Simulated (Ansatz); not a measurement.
Runs of Ansatz 0.2.0 on GaSb. Symmetry: F-43m, No. 216, cubic system. Conventional cell: a = 6.118 Å, b = 6.118 Å, c = 6.118 Å, α = 90.00°, β = 90.00°, γ = 90.00°. Sb (site symmetry -43m) is surrounded by 4 Ga at 2.65 Å. Ga (site symmetry -43m) is surrounded by 4 Sb at 2.65 Å. 

```csv
task,level,spin,k mesh,cutoff (eV),points for each segment of the path,mesh quality,gap on the mesh (eV),pressure (GPa),V0 of scaled cells (Å³/atom),B0 (GPa)
band structure,r2SCAN0,off,4 × 4 × 4,500,4,coarse,1.73,-0.5,-,-
single point,r2SCAN0,"SOC, no magnetisation",4 × 4 × 4,500,-,coarse,1.49,-0.5,-,-
equation of state,r2SCAN+rVV10,off,8 × 8 × 8,500,-,not flagged,-,-,28.43,(c)
equation of state,r2SCAN0,off,4 × 4 × 4,500,-,coarse,-,-,28.40,(b)
band structure,rPW86-PBE,off,8 × 8 × 8,420,14,not flagged,none,(a),-,-
```

Alike in all rows: potentials or basis Ansatz PAW; cell as given; smearing fermi-dirac 0.05 eV.

Task: Fill in the values left out.

Result: (a) 4.8; (b) 60; (c) 56.

Caveats: some runs use coarse meshes; the PAW data sets come from PBE, with cores solved anew for the run's functional, which leaves a small shift of forces and pressure (some runs); spin-orbit coupling is left out, which moves the levels of the heavy elements (some runs); the thresholds are loose for stress (some runs); the PAW data sets were made with another functional, which shifts forces and pressure a little (some runs); this crystal is a semiconductor, whose small gap the functional closes, so the metal is an error of the method (some runs).

A k mesh can miss the band edges, and rows without SOC leave out spin-orbit coupling on Ga, Sb.

A gap of «none» marks a metal or a gap under the smearing width.

Runs at the PBE level aren't shown here.
